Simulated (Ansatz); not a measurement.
Take Ti3SiC2 (space group P6_3/mmc, No. 194; a = 3.0673 Å, c = 17.6756 Å) as the base. Axes: x lies along a and z along c of the hexagonal cell.

Level of theory: plane-wave PAW DFT at the r2SCAN level (Ansatz, an electronic-structure program, 500 eV), no SOC.

Base values:

| Item | Result |
|---|---|
| Shortest interatomic distance | 3.947 bohr |
| Pressure | 0.0 GPa |

Modification: the cell is stretched by 4.21 % along x with no lateral relaxation; the atoms relax in the strained cell.

Q: Estimate the effect on the energy relative to the base, largest internal atomic displacement, shortest interatomic distance and pressure.

A: The energy rises by 23 meV/atom; the largest internal atomic displacement comes out as 0.022 Å; the shortest interatomic distance decreases by 0.007 bohr (3.947 bohr → 3.940 bohr); the pressure (mean of the normal stresses, compression positive) goes from zero to -7.2 GPa.

Without a gap, meshes like the base's 14×14×3 leave anisotropic stresses uncertain by several tenths of a GPa, and small strain energies with them. Whether these cells are dynamically stable was not tested. The final runs are not spin-polarised.
